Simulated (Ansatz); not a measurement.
# Na in Ansatz: the effect of functional

Na:

```
CELL_PARAMETERS angstrom
-2.15518 2.15518 2.15518
2.15518 -2.15518 2.15518
2.15518 2.15518 -2.15518
ATOMIC_POSITIONS crystal
Na 0.00000 0.00000 0.00000
```

The cell isn't the ideal one: volume scaled by 1.02.

Alike in all runs:

| Item | Value |
| --- | --- |
| Program | Ansatz 0.2.0 |
| Task | single point |
| Potentials or basis | Ansatz PAW |
| k mesh | 9 × 9 × 9 |
| Occupations | fermi-dirac, width 0.05 eV |
| Spin | no spin polarisation |

| functional | cutoff | pressure (GPa) |
| --- | --- | --- |
| LDA | 420 eV (not typed: the program's choice for these potentials) | ? |
| r2SCAN | 500 eV (not typed: the program's choice for these potentials) | -0.4 |
| PBE | 420 eV (not typed: the program's choice for these potentials) | -0.5 |

Q: What does the run with functional LDA give?

A: Pressure -1.2 GPa.

Caveats: the PAW data sets come from PBE, with cores solved anew for the run's functional, which leaves a small shift of forces and pressure (some runs).
